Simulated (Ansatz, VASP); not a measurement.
**One calculation of Cr, two programs**

The input POSCAR:

```
Cr
1.0
    4.4123933397      0.0000000000      0.0000000000
   -2.2061966698      3.8212447236      0.0000000000
    0.0000000000      0.0000000000      2.7049889604
Cr
3
Direct
    0.0000000000      0.0000000000      0.0000000000
    0.3333333333      0.6666666667      0.5000000000
    0.6666666667      0.3333333333      0.5000000000
```

INCAR.step1

```
SYSTEM = Cr
  ALGO = Normal
  EDIFF = 1E-4
  ENCUT = 520
  GGA = PE
  ISMEAR = 0
  ISPIN = 2
  LASPH = .TRUE.
  LCHARG = .FALSE.
  LMAXMIX = 4
  LREAL = .FALSE.
  LWAVE = .TRUE.
  MAGMOM = 3 3 3
  NBANDS = 29
  NELM = 150
  PREC = Accurate
  SIGMA = 0.1
```

The input INCAR.step2:

```
SYSTEM = Cr
  ALGO = Normal
  EDIFF = 1E-6
  ENCUT = 520
  ISIF = 2
  ISMEAR = 0
  ISPIN = 2
  ISTART = 1
  LASPH = .TRUE.
  LCHARG = .FALSE.
  LMAXMIX = 4
  LMIXTAU = .TRUE.
  LORBIT = 11
  LREAL = .FALSE.
  LWAVE = .FALSE.
  MAGMOM = 3 3 3
  METAGGA = R2SCAN
  NBANDS = 29
  NELM = 150
  PREC = Accurate
  SIGMA = 0.1
```

KPOINTS

```
k-points
0
G
  6 6 6
  0 0 0
```

Input for Ansatz:

```yaml
crystal:
  lattice:
    - [4.4123933397, 0.0, 0.0]
    - [-2.2061966698, 3.8212447236, 0.0]
    - [0.0, 0.0, 2.7049889604]
  atoms:
    - { symbol: Cr, position: [0.0, 0.0, 0.0], spin: 3.0 }
    - { symbol: Cr, position: [0.3333333333, 0.6666666667, 0.5], spin: 3.0 }
    - { symbol: Cr, position: [0.6666666667, 0.3333333333, 0.5], spin: 3.0 }
basis:
  ecutwfc: 500
kpoints:
  mp_grid: { grid: [6, 6, 6] }
hamiltonian:
  xc: r2scan
scf:
  occupations: { method: gaussian, width: 0.1 }
  lower_state_search: "off"
output:
  forces: true
  stress: true
  eigenvalues: true
  populations: true
magnetization:
  spin_polarized: true
```

Alike in both runs: task single point; functional r2SCAN; k mesh 6 × 6 × 6; occupations gaussian, width 0.1 eV; collinear spin.

|  | VASP | Ansatz |
| --- | --- | --- |
| version | VASP 6.6.1 | Ansatz 0.2.0 |
| potentials or method | VASP PAW PBE potentials, release 64 (Cr_pv) | scalar-relativistic, plane waves, PAW |
| plane-wave cutoff (eV) | 520 | 500 |
| valence electrons in the cell | 36 | 42 |

|  | VASP | Ansatz | Ansatz less VASP |
| --- | --- | --- | --- |
| gap on the k mesh at the Fermi level (eV) | none | none | - |
| pressure (GPa) | -19.7 | -25.4 | -5.69 |
| largest component of the traceless stress (GPa) | 0.65 | 0.77 | +0.120 |
| net moment per atom (μB) | 2.14 | 1.44 | -0.697 |
| size of the moment on the site where the two differ most (μB) | 2.56 | 0.47 | -2.091 |

The net moments differ so much that the two runs ended in different magnetic states, which moves the other rows too. Site moments also hang on the region over which each program counts them. A gap of «none» marks a metal or a gap that the smearing closes. The two sets of potentials don't hold the same shells in valence.

Caveats: the k mesh is coarse (spacing up to 0.39 Å⁻¹), so the values aren't converged; so large a pressure means that the cell lies far from this level's equilibrium, or that cutoff or potentials fall short (VASP); the potentials were made for another functional, which shifts forces and pressure (VASP).
